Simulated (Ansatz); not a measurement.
# CrCuO2 (R-3m) in Ansatz: notebook

Runs on CrCuO2. Level: PBE. Tasks: single point, equation of state.

Everything below comes from runs of Ansatz 0.2.0. Logs are shortened: lines on timing, memory, paths and dates and some standing lists are left out, and cuts for length are marked.

### 1 The crystal as given

Symmetry: R-3m, No. 166, trigonal system. The conventional cell has a = 2.973 Å, b = 2.973 Å, c = 17.100 Å, α = 90.00°, β = 90.00°, γ = 120.00°. Cu (site symmetry -3m) is surrounded by 2 O at 1.85 Å. Cr (site symmetry -3m) is surrounded by 6 O at 1.99 Å. O (site symmetry 3m) is surrounded by 1 Cu at 1.85 Å and 3 Cr at 1.99 Å.

### 2 Single point, PBE, collinear spin, ferromagnetic start, 10.26 Å³/atom (volume scaled by 0.94)

The input, input.yaml:

```yaml
crystal:
  lattice:
    - [1.4563506678, 0.8408244501, 5.5836408197]
    - [-1.4563506678, 0.8408244501, 5.5836408197]
    - [0.0, -1.6816489002, 5.5836408197]
  atoms:
    - { symbol: Cu, position: [0.0, 0.0, 0.0], spin: 0.6 }
    - { symbol: Cr, position: [0.5, 0.5, 0.5], spin: 3.0 }
    - { symbol: O, position: [0.89208, 0.89208, 0.89208] }
    - { symbol: O, position: [0.10792, 0.10792, 0.10792] }
hamiltonian:
  xc: pbe
  pseudopotentials: { kind: paw }
magnetization:
  spin_polarized: true
kpoints:
  mp_grid: { grid: [10, 10, 10] }
scf:
  occupations: { method: fermi_dirac, width: 0.05 }
output:
  forces: true
  stress: true
  eigenvalues: true
```

Potentials or basis: Ansatz PAW.

On the command line:

```sh
ansatz run input.yaml --threads 2 --pin off --max-ram 5632MiB --backend cpu --events-out ev --progress --plain --runs-dir out
```

Log:

```text
Warning: RAYON_NUM_THREADS=2 ignored (pool sized by the plan → 2); use --threads N
basis.fft_grid_basis auto: the FFT boxes are laid along the combinations [[1, 0, -1], [0, 1, -1], [0, 0, 1]] of the cell's own vectors, 2.913, 2.913 and 5.831 Å long. The dense box has 20×20×40 points. Along the cell's own vectors, as sized, it would have 40×40×40, 4.00 times as many. Of the 12 symmetry operations that the crystal satisfies within crystal.symmetry.tolerance (time reversal apart; of a slab, those that keep its plane) the dense box along the cell's own vectors carries 12, and the one as laid loses 8 of those. basis.fft_grid_basis: typed keeps the cell's own vectors: state it where this run's energies or levels are differenced outside the engine with another run's, or held beside a run that keeps those vectors.
Engine: ansatz 0.2.0, x86_64-unknown-linux-gnu
Pseudopotentials: kind: paw
Pseudopotential: Cu, paw, valence charge 19, recommended cutoff 420 eV (normal), Cu.paw.azcp
Pseudopotential: Cr, paw, valence charge 14, recommended cutoff 420 eV (normal), Cr.paw.azcp
Pseudopotential: O, paw, valence charge 6, recommended cutoff 420 eV (normal), O.paw.azcp
Functional definition: PBE
  parameter kappa = 0.804
  parameter beta = 0.06672455060314922
  exchange = pbe_x(kappa = kappa, mu = beta*pi^2/3)
  correlation = pbe_c(beta = beta)
Crystal: 4 atoms, lattice volume = 41.024 Å³
Basis set: ecut = 420 eV, 793 PW (Γ), FFT grids on a1−a3, a2−a3, a3, exchange–correlation on 40×40×80 points (8 copies of the dense FFT grid, shifted against one another)
Bands: 30, of which v1, the nominal top of the filled ones, is band 23 counted from 1 (22 counted from 0)
Symmetry: 12 space group operations
Space group: R-3m (ITA 166), of the structure as read, at distance tolerance 3.4e-5 Å
Magnetic group: BNS 166.97 (UNI 1327), of the structure as read, at distance tolerance 3.4e-5 Å
k-points: 116 of 1000
Non-local potential: Cu, projectors of the file, l = 0: 3, l = 1: 2, l = 2: 3, l = 3: 1
Non-local potential: Cr, projectors of the file, l = 0: 3, l = 1: 2, l = 2: 3, l = 3: 1
Non-local potential: O, projectors of the file, l = 0: 2, l = 1: 2, l = 2: 1
PAW form: soft (Blöchl's): semilocal exchange-correlation on the pseudo side does not see the compensation charge
PAW one-centre angular grid: Cu, 590 points (default); XC on 64 Gauss nodes
PAW one-centre angular grid: Cr, 590 points (default); XC on 64 Gauss nodes
PAW one-centre angular grid: O, 110 points (default); XC on 64 Gauss nodes
Initial density: superposition of atomic densities (chi_scale 0.1, normalization cell, long waves kept (reshape's long-wave potential 0.30 eV rms))
Starting moments: Σ|m| = 3.6 μB on 2 of 4 sites
Initial wavefunctions: pseudopotential atomic-orbital guess
Functional: x = pbe(κ = 0.804, μ = 0.2195149727645171), c = pbe(β = 0.06672455060314922)
iter 1 solved again at ethr=2.37e-3 eV; its pass at ethr=3.10e-3 eV (dr2=1.07e0 eV) is discarded
SCF iter   1: F=—  HF=-11138.530793 eV  |F-HF|=—  |Δ(HF+E_count)|=         —  Δρ=4.25e-2 (↑4.25e-2 ↓4.10e-2)  dr2=1.07e0  dr2_m=3.34e-1  M=3.000 μB ∫|m|=3.120 μB  β_m=0.30  ethr=2.37e-3  ⟨swp⟩=1.0  Hψ=32033  notcnv=0
Mixer restart at iter 1: flushing history
preconditioner: auto → none  [insulator: Δε(μ)=0.615 eV  Ē_g=11.885 eV  σ=0.050 eV  W_gap=0.99  n_scr=16 (ndim 8)  ℏωp=31.2 eV  f_vac=0.000  D(μ)=0.00/eV (n_scr^D=0)  ε∞_Penn≈7.9]
SCF iter   2: F=—  HF=-11138.338889 eV  |F-HF|=—  |Δ(HF+E_count)|=   1.92e-1  Δρ=4.36e-2 (↑4.36e-2 ↓2.87e-2)  dr2=4.81e-1  dr2_m=2.37e-1  M=3.000 μB ∫|m|=3.130 μB  β_m=0.35  ethr=2.37e-3  ⟨swp⟩=2.7  Hψ=10862  notcnv=0  defer=11
SCF iter   3: F=—  HF=-11138.339762 eV  |F-HF|=—  |Δ(HF+E_count)|=   8.73e-4  Δρ=2.39e-2 (↑2.39e-2 ↓2.03e-2)  dr2=2.26e-1  dr2_m=9.85e-2  M=3.000 μB ∫|m|=3.093 μB  β_m=0.41  ethr=1.07e-3  ⟨swp⟩=2.0  Hψ=11785  notcnv=0  defer=411
SCF iter   4: F=—  HF=-11138.348777 eV  |F-HF|=—  |Δ(HF+E_count)|=   9.02e-3  Δρ=1.34e-2 (↑1.05e-2 ↓1.34e-2)  dr2=1.32e-1  dr2_m=5.54e-3  M=3.000 μB ∫|m|=3.046 μB  β_m=0.35  ethr=5.02e-4  ⟨swp⟩=2.3  Hψ=13193  notcnv=0  defer=407
SCF iter   5: F=—  HF=-11138.331761 eV  |F-HF|=—  |Δ(HF+E_count)|=   1.70e-2  Δρ=3.67e-3 (↑2.02e-3 ↓3.67e-3)  dr2=2.03e-3  dr2_m=2.48e-3  M=3.000 μB ∫|m|=3.036 μB  β_m=0.59  ethr=2.92e-4  ⟨swp⟩=2.0  Hψ=11461  notcnv=0  defer=424
SCF iter   6: F=—  HF=-11138.332232 eV  |F-HF|=—  |Δ(HF+E_count)|=   4.71e-4  Δρ=1.56e-3 (↑1.56e-3 ↓1.11e-3)  dr2=1.64e-3  dr2_m=3.53e-4  M=3.000 μB ∫|m|=3.028 μB  β_m=0.56  ethr=4.52e-6  ⟨swp⟩=2.0  Hψ=10713  notcnv=0  defer=424
SCF iter   7: F=—  HF=-11138.331999 eV  |F-HF|=—  |Δ(HF+E_count)|=   2.33e-4  Δρ=6.38e-4 (↑4.54e-4 ↓6.38e-4)  dr2=6.61e-5  dr2_m=1.00e-4  M=3.000 μB ∫|m|=3.027 μB  β_m=0.63  ethr=3.65e-6  ⟨swp⟩=2.0  Hψ=9604  notcnv=0  defer=424
SCF iter   8: F=—  HF=-11138.332046 eV  |F-HF|=—  |Δ(HF+E_count)|=   4.77e-5  Δρ=3.26e-4 (↑3.26e-4 ↓9.83e-5)  dr2=3.12e-5  dr2_m=1.23e-5  M=3.000 μB ∫|m|=3.027 μB  β_m=0.73  ethr=1.47e-7  ⟨swp⟩=2.4  Hψ=11079  notcnv=0  defer=425
SCF iter   9: F=—  HF=-11138.331686 eV  |F-HF|=—  |Δ(HF+E_count)|=   3.60e-4  Δρ=7.22e-5 (↑7.22e-5 ↓2.41e-5)  dr2=1.24e-6  dr2_m=6.49e-7  M=3.000 μB ∫|m|=3.026 μB  β_m=0.69  ethr=6.93e-8  ⟨swp⟩=2.1  Hψ=9848  notcnv=0  defer=425
SCF iter  10: F=—  HF=-11138.331686 eV  |F-HF|=—  |Δ(HF+E_count)|=   4.19e-7  Δρ=1.60e-5 (↑1.16e-5 ↓1.60e-5)  dr2=5.90e-8  dr2_m=4.73e-8  M=3.000 μB ∫|m|=3.026 μB  β_m=0.80  ethr=2.74e-9  ⟨swp⟩=2.0  Hψ=10911  notcnv=0  defer=425
SCF iter  11: F=—  HF=-11138.331686 eV  |F-HF|=—  |Δ(HF+E_count)|=   2.76e-8  Δρ=9.65e-6 (↑9.65e-6 ↓7.69e-6)  dr2=1.10e-7  dr2_m=6.58e-9  M=3.000 μB ∫|m|=3.026 μB  β_m=0.73  ethr=1.31e-10  ⟨swp⟩=2.0  Hψ=11948  notcnv=0  defer=425
SCF iter  12: F=-11138.331686 eV  HF=-11138.331686 eV  |F-HF|=3.75e-8  |Δ(HF+E_count)|=   1.19e-8  Δρ=5.38e-6 (↑5.38e-6 ↓5.38e-6)  dr2=3.51e-8  dr2_m=8.35e-10  M=3.000 μB ∫|m|=3.026 μB  ethr=1.31e-10  ⟨swp⟩=6.3  Hψ=26437  notcnv=0
SCF 1 converged in 12 iterations: F = -11138.331686 eV  dr2 = 3.51e-8
SCF converged after 12 iterations
Magnetization: 3.0000 μB (24.0000 up, 21.0000 down)
Absolute magnetization: 3.0287 μB (∫|ρ↑−ρ↓|, with the PAW one-centre terms)
Spin contamination: 0.0167 ħ² per cell (⟨S²⟩ above its minimum at these occupations)
Per-site moments (μB) at R_I (Å): [(0.01655176875829905, 0.7457008151117539), (2.340262644116644, 0.8037209528881399), (0.02033155471818474, 0.7457008151117539), (0.020331554718184753, 0.7457008151117549)]
Free energy (F): -11138.331686 eV
Harris-Foulkes:  -11138.331686 eV  (|F-HF|=3.75e-8)
Internal energy: -11138.331683 eV  (E = F + TS)
E sigma→0 (E₀):  -11138.331684 eV
Entropy (-TS):   -0.000003 eV (-0.001 meV/atom)
Fermi energy:    13.604209 eV
--- Per-component energies (eV) ---
  E_band       = -627.179466
  E_kinetic    = 995.393951
  E_local      = -6729.479671  (includes V_loc(G=0)·N_el)
  E_nonlocal   = 571.892326
  E_hartree    = 2891.609470
  E_xc         = -375.573179
  E_vxc        = -480.469727  (∫ρ·V_xc dr)
  E_paw        = -3178.292794  (= ΣΔE_a)
  E_vpaw       = -767.752437  (= ΣTr[D̂ρ^β])
  E_aug_tail   = 0.005820  (compensation charges beyond the density's cutoff)
  E_ewald      = -5313.887605
  E_smearing   = -0.000003  (= −TS)
  E_closure    = 0.000000  (closes the sum)
  Σ components = -11138.331686   (vs F -11138.331686, Δ=0.00e0)
--- Forces (eV/Å), atoms counted from 1 ---
  atom   1  Cu     0.00000000     0.00000000     0.00000000
  atom   2  Cr     0.00000000     0.00000000    -0.00000000
  atom   3  O      0.00000000    -0.00000000     0.17431689
  atom   4  O     -0.00000000     0.00000000    -0.17431689
  max |Σ_I F_I| component: 1.93e-28 eV/Å
--- Stress (GPa, compression-positive) ---
       16.005309      -0.000000       0.000000
        0.000000      16.005309       0.000000
        0.000000       0.000000      20.757694
  P = ⅓ Tr σ = 17.5894 GPa (175.894 kbar)
--- Band table (eV; the first three rows and the last of 232) ---
  k-point 0 ↑: bands = ["-99.2268", "-59.9025", "-56.8109", "-56.5115", "-56.5115", "-31.2718", "-31.1887", "-31.1887", "-7.8429", "-6.1559", "4.1483", "6.7267", "6.7267", "8.6349", "8.6705", "9.9307", "9.9307", "10.6556", "10.6556", "10.9356", "10.9356", "11.8585", "11.8585", "12.2530", "15.4111", "16.2282", "16.2282", "19.7579", "22.0444", "25.7518"]
  k-point 1 ↑: bands = ["-99.2266", "-59.8998", "-56.8107", "-56.5130", "-56.5119", "-31.2675", "-31.2122", "-31.1937", "-7.7308", "-6.1716", "4.3023", "6.4575", "6.8040", "8.5585", "8.8925", "9.6119", "9.6364", "10.6367", "10.7301", "10.9210", "10.9509", "11.9936", "12.1023", "12.2964", "15.5215", "15.9613", "16.1649", "20.2348", "22.2856", "26.0471"]
  k-point 2 ↑: bands = ["-99.2263", "-59.8928", "-56.8103", "-56.5170", "-56.5130", "-31.2741", "-31.2555", "-31.2070", "-7.4268", "-6.2153", "4.7208", "6.0352", "7.0032", "7.7985", "9.0827", "9.0996", "9.6285", "10.6055", "10.8953", "10.9438", "11.0108", "12.1169", "12.4640", "12.4993", "15.4048", "15.8687", "16.0330", "21.2349", "22.8358", "25.2792"]
  k-point 115 ↓: bands = ["-99.2101", "-56.9726", "-56.7857", "-56.4982", "-56.4982", "-28.3606", "-28.3389", "-28.3389", "-7.5516", "-6.3180", "5.8061", "6.8071", "7.3832", "7.3832", "8.8491", "9.2524", "9.2524", "10.6932", "10.6932", "11.8056", "11.8056", "14.8299", "14.8299", "15.7700", "16.4474", "17.3101", "17.3101", "19.0020", "22.5083", "27.1302"]
```

It took 7.4 s on 2 threads of Intel Xeon Platinum 8488C (Sapphire Rapids), shared host; peak memory 0.56 GiB.

What came out:

| Item | Value |
| --- | --- |
| Free energy | -11138.3317 eV |
| Pressure | 17.6 GPa |
| Largest force | 0.174 eV/Å |
| Band gap on the k mesh | 0.89 eV, indirect (least direct gap 1.22 eV) |
| Net moment | 3.00 μB per cell |
| Absolute moment | 3.03 μB per cell |
| Site moments | Cu +0.02; Cr +2.34; O +0.02 μB |

Caveat: the pressure holds a Pulay correction of +0.7 GPa for the finite cutoff; only a ferromagnetic start was run, and an antiferromagnetic order may lie lower in energy.

### 3 Single point, PBE, collinear spin, ferromagnetic start, 10.47 Å³/atom (volume scaled by 0.96)

input.yaml, as its differences from that of step 2:

```diff
@@ -2,5 +2,5 @@
   lattice:
-    - [1.4563506678, 0.8408244501, 5.5836408197]
-    - [-1.4563506678, 0.8408244501, 5.5836408197]
-    - [0.0, -1.6816489002, 5.5836408197]
+    - [1.4666069964, 0.8467459441, 5.6229635295]
+    - [-1.4666069964, 0.8467459441, 5.6229635295]
+    - [0.0, -1.6934918883, 5.6229635295]
   atoms:
@@ -23 +23,5 @@
   eigenvalues: true
+  write_density: true
+  write_potential: true
+  elf: true
+  volumetric_format: npy
```

Potentials or basis: Ansatz PAW.

On the command line:

```sh
ansatz run input.yaml --threads 2 --pin off --max-ram 5632MiB --backend cpu --events-out ev --progress --plain --runs-dir out
```

Run time: 11 s. Hardware: 2 threads of Intel Xeon Platinum 8488C (Sapphire Rapids), shared host; peak memory 0.58 GiB.

Results (log left out):

```yaml
Free_energy: -11138.4136 eV
Pressure: 12.6 GPa
Largest_force: 0.103 eV/Å
Band_gap_on_the_k_mesh: 0.97 eV, indirect (least direct gap 1.31 eV)
Net_moment: 3.00 μB per cell
Absolute_moment: 3.04 μB per cell
Site_moments: Cu +0.01; Cr +2.36; O +0.02 μB
```

Caveat: the pressure holds a Pulay correction of +0.7 GPa for the finite cutoff; only a ferromagnetic start was run, and an antiferromagnetic order may lie lower in energy.

### 4 Single point, PBE, collinear spin, ferromagnetic start, 10.69 Å³/atom (volume scaled by 0.98)

input.yaml, as its differences from that of step 3:

```diff
@@ -2,5 +2,5 @@
   lattice:
-    - [1.4666069964, 0.8467459441, 5.6229635295]
-    - [-1.4666069964, 0.8467459441, 5.6229635295]
-    - [0.0, -1.6934918883, 5.6229635295]
+    - [1.476721847, 0.8525857559, 5.6617438138]
+    - [-1.476721847, 0.8525857559, 5.6617438138]
+    - [0.0, -1.7051715118, 5.6617438138]
   atoms:
```

On the command line:

```sh
ansatz run input.yaml --threads 2 --pin off --max-ram 5632MiB --backend cpu --events-out ev --progress --plain --runs-dir out
```

Wall time 11 s (2 threads of Intel Xeon Platinum 8488C (Sapphire Rapids), shared host); peak memory 0.57 GiB.

It converged, with:

| Item | Value |
| --- | --- |
| Free energy | -11138.4698 eV |
| Pressure | 8.1 GPa |
| Largest force | 0.036 eV/Å |
| Band gap on the k mesh | 1.04 eV, indirect (least direct gap 1.30 eV) |
| Net moment | 3.00 μB per cell |
| Absolute moment | 3.04 μB per cell |
| Site moments | Cu +0.01; Cr +2.38; O +0.01 μB |

Caveat: the pressure holds a Pulay correction of +0.6 GPa for the finite cutoff; only a ferromagnetic start was run, and an antiferromagnetic order may lie lower in energy.

### 5 Single point, PBE, collinear spin, ferromagnetic start, 10.91 Å³/atom

input.yaml, as its differences from that of step 4:

```diff
@@ -2,5 +2,5 @@
   lattice:
-    - [1.476721847, 0.8525857559, 5.6617438138]
-    - [-1.476721847, 0.8525857559, 5.6617438138]
-    - [0.0, -1.7051715118, 5.6617438138]
+    - [1.4867, 0.8583466452, 5.7]
+    - [-1.4867, 0.8583466452, 5.7]
+    - [0.0, -1.7166932904, 5.7]
   atoms:
@@ -23,5 +23 @@
   eigenvalues: true
-  write_density: true
-  write_potential: true
-  elf: true
-  volumetric_format: npy
```

On the command line:

```sh
ansatz run input.yaml --threads 2 --pin off --max-ram 5632MiB --backend cpu --events-out ev --progress --plain --runs-dir out
```

Run time: 12 s. Hardware: 2 threads of Intel Xeon Platinum 8488C (Sapphire Rapids), shared host; peak memory 0.57 GiB.

Results (log left out):

| Property | Result |
| --- | --- |
| Free energy | -11138.5029 eV |
| Pressure | 4.1 GPa |
| Largest force | 0.026 eV/Å |
| Band gap on the k mesh | 1.11 eV, indirect (least direct gap 1.28 eV) |
| Net moment | 3.00 μB per cell |
| Absolute moment | 3.05 μB per cell |
| Site moments | Cu +0.01; Cr +2.40; O +0.01 μB |

Caveat: the pressure holds a Pulay correction of +0.6 GPa for the finite cutoff; only a ferromagnetic start was run, and an antiferromagnetic order may lie lower in energy.

### 6 Single point, PBE, collinear spin, ferromagnetic start, 11.13 Å³/atom (volume scaled by 1.02)

input.yaml, as its differences from that of step 5:

```diff
@@ -2,5 +2,5 @@
   lattice:
-    - [1.4867, 0.8583466452, 5.7]
-    - [-1.4867, 0.8583466452, 5.7]
-    - [0.0, -1.7166932904, 5.7]
+    - [1.4965459823, 0.8640312257, 5.7377494445]
+    - [-1.4965459823, 0.8640312257, 5.7377494445]
+    - [0.0, -1.7280624515, 5.7377494445]
   atoms:
```

Potentials or basis: Ansatz PAW.

On the command line:

```sh
ansatz run input.yaml --threads 2 --pin off --max-ram 5632MiB --backend cpu --events-out ev --progress --plain --runs-dir out
```

Wall time 16 s (2 threads of Intel Xeon Platinum 8488C (Sapphire Rapids), shared host); peak memory 0.58 GiB.

Results (log left out):

```yaml
Free_energy: -11138.5151 eV
Pressure: 0.5 GPa
Largest_force: 0.083 eV/Å
Band_gap_on_the_k_mesh: 1.08 eV, indirect (least direct gap 1.25 eV)
Net_moment: 3.00 μB per cell
Absolute_moment: 3.06 μB per cell
Site_moments: Cu +0.01; Cr +2.42; O +0.00 μB
```

Caveat: the pressure holds a Pulay correction of +0.6 GPa for the finite cutoff; only a ferromagnetic start was run, and an antiferromagnetic order may lie lower in energy.

### 7 Single point, PBE, collinear spin, ferromagnetic start, 11.35 Å³/atom (volume scaled by 1.04)

input.yaml, as its differences from that of step 6:

```diff
@@ -2,5 +2,5 @@
   lattice:
-    - [1.4965459823, 0.8640312257, 5.7377494445]
-    - [-1.4965459823, 0.8640312257, 5.7377494445]
-    - [0.0, -1.7280624515, 5.7377494445]
+    - [1.5062640857, 0.8696419753, 5.7750086018]
+    - [-1.5062640857, 0.8696419753, 5.7750086018]
+    - [0.0, -1.7392839506, 5.7750086018]
   atoms:
@@ -23 +23,5 @@
   eigenvalues: true
+  write_density: true
+  write_potential: true
+  elf: true
+  volumetric_format: npy
```

On the command line:

```sh
ansatz run input.yaml --threads 2 --pin off --max-ram 5632MiB --backend cpu --events-out ev --progress --plain --runs-dir out
```

Run time: 17 s. Hardware: 2 threads of Intel Xeon Platinum 8488C (Sapphire Rapids), shared host; peak memory 0.59 GiB.

Results (log left out):

```yaml
Free_energy: -11138.5088 eV
Pressure: -2.8 GPa
Largest_force: 0.137 eV/Å
Band_gap_on_the_k_mesh: 1.06 eV, indirect (least direct gap 1.23 eV)
Net_moment: 3.00 μB per cell
Absolute_moment: 3.08 μB per cell
Site_moments: Cu +0.01; Cr +2.44; O -0.00 μB
```

Caveat: the pressure holds a Pulay correction of +0.6 GPa for the finite cutoff; only a ferromagnetic start was run, and an antiferromagnetic order may lie lower in energy.

### 8 Single point, PBE, collinear spin, ferromagnetic start, 11.57 Å³/atom (volume scaled by 1.06)

input.yaml, as its differences from that of step 7:

```diff
@@ -2,5 +2,5 @@
   lattice:
-    - [1.5062640857, 0.8696419753, 5.7750086018]
-    - [-1.5062640857, 0.8696419753, 5.7750086018]
-    - [0.0, -1.7392839506, 5.7750086018]
+    - [1.5158583831, 0.8751812455, 5.8117930878]
+    - [-1.5158583831, 0.8751812455, 5.8117930878]
+    - [0.0, -1.7503624911, 5.8117930878]
   atoms:
@@ -23,5 +23 @@
   eigenvalues: true
-  write_density: true
-  write_potential: true
-  elf: true
-  volumetric_format: npy
```

On the command line:

```sh
ansatz run input.yaml --threads 2 --pin off --max-ram 5632MiB --backend cpu --events-out ev --progress --plain --runs-dir out
```

It took 11 s on 2 threads of Intel Xeon Platinum 8488C (Sapphire Rapids), shared host; peak memory 0.59 GiB.

Results (log left out):

```yaml
Free_energy: -11138.4857 eV
Pressure: -5.7 GPa
Largest_force: 0.187 eV/Å
Band_gap_on_the_k_mesh: 1.03 eV, indirect (least direct gap 1.21 eV)
Net_moment: 3.00 μB per cell
Absolute_moment: 3.09 μB per cell
Site_moments: Cu +0.00; Cr +2.46; O -0.01 μB
```

Caveat: the pressure holds a Pulay correction of +0.6 GPa for the finite cutoff; only a ferromagnetic start was run, and an antiferromagnetic order may lie lower in energy.

### 9 Equation of state, PBE, collinear spin, ferromagnetic start

Potentials or basis: Ansatz PAW.

This step only gathers the single runs of the series.

Results:

```
Equilibrium volume                        : 11.16 Å³/atom
Bulk modulus at fixed shape and positions : 172 GPa
Pressure derivative of the bulk modulus   : 4.4
```

Energy against volume, from the lowest point:
| volume (Å³/atom) | energy (meV/atom) |
| --- | --- |
| 10.256 | 45.86 |
| 10.474 | 25.39 |
| 10.692 | 11.33 |
| 10.911 | 3.06 |
| 11.129 | 0.00 |
| 11.347 | 1.58 |
| 11.565 | 7.36 |

Caveat: the cell was scaled at fixed shape and fractional positions, which overstates the stiffness of a crystal with free parameters, most of all of layers and chains.
